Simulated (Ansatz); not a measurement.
Crystal: PbO, rock salt type, 2 atoms in the cell.

Theory: PBE, plane waves, PAW datasets (generated soft set 1) in Ansatz 0.2.0 development build.

Cutoff 420 eV; k-mesh 36×36×36 Γ-centred; Fermi–Dirac smearing of 0.0612 eV; no spin polarisation; no spin–orbit coupling.

```
V (Å³/atom)   a (Å)  E − E(min) (meV/atom)  P (GPa)
     17.162  5.1588                  19.41     6.09
     17.527  5.1952                   8.19     3.80
     17.892  5.2310                   1.89     1.76
     18.257  5.2663                   0.00    -0.07
     18.622  5.3012                   2.04    -1.70
     18.988  5.3356                   7.62    -3.17
     19.353  5.3696                  16.35    -4.48
```

(1) Fit a third-order Birch–Murnaghan equation of state to the energies.

## Answers

(1) V₀ = 18.243 Å³/atom (a₀ = 5.265 Å), B₀ = 86.7 GPa, B₀′ = 4.54.

The published all-electron PBE values for this crystal (mean of FLEUR and WIEN2k, k-spacing 0.06 Å⁻¹; Bosoni et al., Nat. Rev. Phys. 6, 45 (2024)) are V₀ = 18.256 Å³/atom, B₀ = 86.6 GPa, B₀′ = 4.55.

The stress includes the program's correction for the finite plane-wave basis.

This cubic structure is a model: it isn't the usual form of the substance at ambient conditions, and such phases are metastable or hypothetical. Spin–orbit coupling is left out, which matters for 6p elements such as Tl, Pb and Bi.
